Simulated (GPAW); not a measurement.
Here is a GPAW 26.7.0 calculation.

run.py

```python
from ase import Atoms
from ase.calculators.mixing import SumCalculator
from ase.filters import FrechetCellFilter
from ase.io import write
from ase.optimize import BFGS
from dftd3.ase import DFTD3
from gpaw import GPAW, PW, setup_paths

setup_paths.insert(0, '.')

atoms = Atoms(['C', 'C'],
              cell=[[2.1273203072, -1.22828244, 0.0],
                    [2.1273203072, 1.22828244, 0.0],
                    [-1.3790696309, 0.0, 3.5028300786]],
              scaled_positions=[[0.16664447, 0.16664447, 0.99990696],
                                [0.83335553, 0.83335553, 0.00009304]],
              pbc=True)

calc = GPAW(mode=PW(800),
            xc='PBEsol',
            kpts={'size': (9, 9, 6), 'gamma': True},
            occupations={'name': 'fermi-dirac', 'width': 0.05},
            nbands=11,
            convergence={'density': 1e-05, 'forces': 0.0001},
            maxiter=150,
            txt='gpaw.txt')
atoms.calc = SumCalculator([calc, DFTD3(method='pbesol', damping='d3bj')])
opt = BFGS(FrechetCellFilter(atoms), trajectory='relax.traj', logfile='-')
done = opt.run(fmax=0.02, steps=60)
calc.write('gs.gpw')
write('result.traj', atoms)
print('Converged:', done)
print('Cell:', atoms.cell.cellpar().round(4))
print('Volume:', round(atoms.get_volume(), 4))
print(atoms.get_scaled_positions().round(5))
```

Potentials or basis: PAW data sets generated in the run's folder for this functional, pw.

The run is started by

```console
$ gpaw-setup -f PBEsol C
$ OMP_NUM_THREADS=1 python run.py
```

**Question.** What does it give for the relaxed volume?

**Answer.** 8.40 Å³/atom.

**Question.** What does it give for the band gap on the k mesh?

**Answer.** 0.82 eV, indirect (least direct gap 0.84 eV).

**Question.** What does it give for the dispersion energy per atom?

**Answer.** -0.115 eV.

**Question.** Estimate the relaxed cell.

**Answer.** a = 2.459 Å, b = 2.459 Å, c = 3.499 Å, α = 110.14°, β = 110.14°, γ = 59.99°.

Forces on the atoms (eV/Å):
```
C    0.013  0.000  0.014
C   -0.013  0.000 -0.014
```

Caveat: later steps reuse the first step's grids; an odd mesh through Γ misses points on the zone boundary, where band edges often lie.
